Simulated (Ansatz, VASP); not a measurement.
CuI in VASP and in Ansatz

```
I Cu
1.0
     4.11728    0.00000    0.00000
     0.00000    4.11728    0.00000
     0.00000    0.00000    6.59485
I Cu
2 2
Direct
  0.00000 0.50000 0.74303
  0.50000 0.00000 0.25697
  0.00000 0.00000 0.00000
  0.50000 0.50000 0.00000
```

Change from the starting cell: volume scaled by 1.02.

Alike in both runs: task single point; functional PBEsol; k mesh 7 × 7 × 4; occupations fermi-dirac, width 0.05 eV; no spin polarisation.

|  | VASP | Ansatz |
| --- | --- | --- |
| version | VASP 6.6.1 | Ansatz 0.2.0 |
| potentials or method | VASP PAW PBE potentials, release 64 (I, Cu) | Ansatz PAW |
| plane-wave cutoff (eV) | 520 | 420 |
| valence electrons in the cell | 36 | 72 |

```tsv
	VASP	Ansatz	Ansatz less VASP
gap on the k mesh at the Fermi level (eV)	1.47	1.46	-0.010
least direct gap on the mesh (eV)	1.47	1.46	-0.010
pressure (GPa)	-2.4	-2.4	-0.07
largest component of the traceless stress (GPa)	0.22	0.24	+0.017
rms of the force components (eV/Å)	0.154	0.161	+0.0079
```

Atom by atom the forces differ by 0.008 eV/Å (rms over components). With one functional, cell and mesh, what is left measures potentials, basis and numerics. The two sets of potentials don't hold the same shells in valence.

Caveats: spin-orbit coupling is left out, which moves the levels of the heavy elements; this functional lacks dispersion, which binds the layers, so the pressure and a relaxed spacing across them are unreliable; the PAW data sets were made with another functional, which shifts forces and pressure a little (VASP); odd divisions of the mesh miss points on the zone boundary, where band edges often lie, so the gap on the mesh can be too wide (Ansatz); the PAW data sets come from PBE, with cores solved anew for the run's functional, which leaves a small shift of forces and pressure (Ansatz).
